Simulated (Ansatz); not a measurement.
## Si under changes of volume

One of the cells (16.235 Å³/atom); the others are scaled copies at fixed shape and fractional positions:

```
Si
1.0
     2.53211    0.00000    0.00000
     0.00000    2.53211    0.00000
     0.00000    0.00000    2.53211
Si
1
Direct
  0.50000 0.50000 0.50000
```

The cell was built by a generator and needn't be a form met in nature.

* Program: Ansatz 0.2.0
* Functional: PBE0
* Potentials or basis: Ansatz PAW
* Cutoff: 420 eV (not typed: the program's choice for these potentials)
* k mesh: 5 × 5 × 5
* Occupations: fermi-dirac, width 0.05 eV
* Spin: no spin polarisation

```tsv
volume (Å³/atom)	energy over the lowest point (meV/atom)	pressure (GPa)
15.261	29.65	8.8
15.585	14.64	6.0
15.910	5.04	3.5
16.235	0.32	1.2
16.560	0.00	-0.9
16.884	?	?
17.209	10.92	-4.4
```

Q: What does the run at 16.884 Å³/atom give?

A: Energy over the lowest point 3.65 meV/atom; pressure -2.7 GPa.

Worked out: A Birch-Murnaghan fit of order 3 (a polynomial in V^(-2/3)) to the other rows has its minimum at 16.42 Å³/atom with B0 = V·E''(V) = 104 GPa and B' = 4.2. It gives 3.66 meV/atom at 16.884 Å³/atom, against the run's 3.65, and -dE/dV = -2.7 GPa, against -2.7.

Energies are extrapolated to zero smearing.

Caveats: all runs use coarse meshes; the PAW data sets come from PBE, with cores solved anew for the run's functional, which leaves a small shift of forces and pressure; the thresholds are loose for stress.
